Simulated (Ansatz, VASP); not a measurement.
## MgB2 in VASP and in Ansatz

```xyz
3
Lattice="3.0701 0.0000 0.0000 -1.5350 2.6588 0.0000 0.0000 0.0000 3.5071" Properties=species:S:1:pos:R:3 pbc="T T T"
Mg    0.0000    0.0000    0.0000
B     0.0000    1.7725    1.7536
B     1.5350    0.8863    1.7536
```

Alike in both runs: functional r2SCAN; k mesh 12 × 12 × 8; occupations fermi-dirac, width 0.1 eV; no spin polarisation.

Ansatz relaxed the structure, and its values are those at the end. VASP's run is a single point on that final structure, the one shown.

|  | VASP | Ansatz |
| --- | --- | --- |
| version | VASP 6.6.1 | Ansatz 0.2.0 |
| potentials or method | VASP PAW PBE potentials, release 64 (Mg, B) | PAW with Ansatz's default frozen-core files, scalar-relativistic |
| plane-wave cutoff (eV) | 520 | 700 |
| valence electrons in the cell | 8 | 16 |

|  | VASP | Ansatz | Ansatz less VASP |
| --- | --- | --- | --- |
| pressure (GPa) | -0.4 | 0.0 | +0.38 |

With one functional, cell and mesh, what is left measures potentials, basis and numerics. The two sets of potentials don't hold the same shells in valence.

Caveats: the PAW data sets were made with another functional, which shifts forces and pressure a little (VASP).
